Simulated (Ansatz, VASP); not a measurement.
Two plane-wave programs on In2GaP3

```
CELL_PARAMETERS angstrom
3.84911 0.00000 0.00000
0.00000 3.84911 0.00000
0.00000 0.00000 8.04404
ATOMIC_POSITIONS crystal
In 0.00000 0.50000 0.64575
In 0.50000 0.00000 0.35425
Ga 0.00000 0.00000 0.00000
P 0.50000 0.50000 0.00000
P 0.00000 0.50000 0.28952
P 0.50000 0.00000 0.71048
```

Change from the starting cell: species swapped into the Zr2CuSb3 type (P-4m2, No. 115).

Alike in both runs: functional PBE; k mesh 4 × 4 × 2; occupations gaussian, width 0.1 eV; no spin polarisation.

Ansatz relaxed the structure, and its values are those at the end. VASP's run is a single point on that final structure, the one shown.

|  | VASP | Ansatz |
| --- | --- | --- |
| version | VASP 6.6.1 | Ansatz 0.2.0 |
| potentials or method | VASP PAW PBE potentials, release 64 (In_d, Ga_d, P) | scalar-relativistic, plane waves, PAW |
| plane-wave cutoff (eV) | 520 | 420 |
| valence electrons in the cell | 54 | 54 |

Ansatz gave:

| Item | Value |
| --- | --- |
| gap on the k mesh at the Fermi level (eV) | none |
| pressure (GPa) | 0.0 |
| rms of the force components (eV/Å) | 0.006 |

Which values does VASP return?

gap on the k mesh at the Fermi level (eV): none; pressure (GPa): -0.1; rms of the force components (eV/Å): 0.005.

A gap of «none» marks a metal or a gap that the smearing closes. The functional is the same, so the differences come from potentials, cutoffs and numerics.

Caveats: the k mesh is coarse (spacing up to 0.41 Å⁻¹), so the values aren't converged.
